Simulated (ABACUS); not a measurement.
Input of an ABACUS 3.10.1 run:

File INPUT:

```
INPUT_PARAMETERS
suffix              KCl
calculation         scf
basis_type          lcao
pseudo_dir          ./
orbital_dir         ./
symmetry            1
dft_functional      pbe
ecutwfc             100
pseudo_rcut         10
nspin               1
nbands              12
ks_solver           genelpa
smearing_method     fd
smearing_sigma      0.00367493
scf_thr             1e-07
scf_nmax            100
mixing_type         broyden
mixing_beta         0.7
cal_force           1
cal_stress          1
out_mul             1
```

The input STRU:

```
ATOMIC_SPECIES
K 39.0983 K.upf
Cl 35.4500 Cl.upf

NUMERICAL_ORBITAL
K_confined-atom_10au_3s2p1d.orb
Cl_confined-atom_7au_2s2p1d.orb

LATTICE_CONSTANT
1.8897261246

LATTICE_VECTORS
0.0000000000 3.1464700000 3.1464700000
3.1464700000 0.0000000000 3.1464700000
3.1464700000 3.1464700000 0.0000000000

ATOMIC_POSITIONS
Direct

K
0.0
1
0.0000000000 0.0000000000 0.0000000000 1 1 1

Cl
0.0
1
0.5000000000 0.5000000000 0.5000000000 1 1 1
```

File KPT:

```
K_POINTS
0
Gamma
7 7 7 0 0 0
```

Potentials or basis: PseudoDojo NC SR 0.4.1 PBE standard, DZP LCAO (the cutoffs set its grid).

Command:

```bash
$ OMP_NUM_THREADS=1 mpirun -np 4 abacus > log
```

Predict the band gap on the k mesh.

5.32 eV, direct.

Predict the pressure.

0.8 GPa.

What does it give for the Mulliken charges?

K +0.77; Cl -0.77 e.

Caveat: the atomic orbitals were generated for these runs and aren't a published set; the basis of atomic orbitals isn't converged, which shifts pressures, moduli and gaps.

**What was measured.**

A printed reference work, monograph reports, for a bulk crystal of KCl: band gap 8.68 eV.

Against the measured gap of KCl, 8.68 eV (a printed reference work, monograph), the calculated 5.32 eV is off by -3.36 eV. The value is that of PBE in an atomic basis (PseudoDojo NC SR 0.4.1 PBE standard, DZP LCAO (the cutoffs set its grid)), whose error adds to the functional's,, without temperature or zero-point motion. Semilocal functionals fall short of measured gaps as a rule.
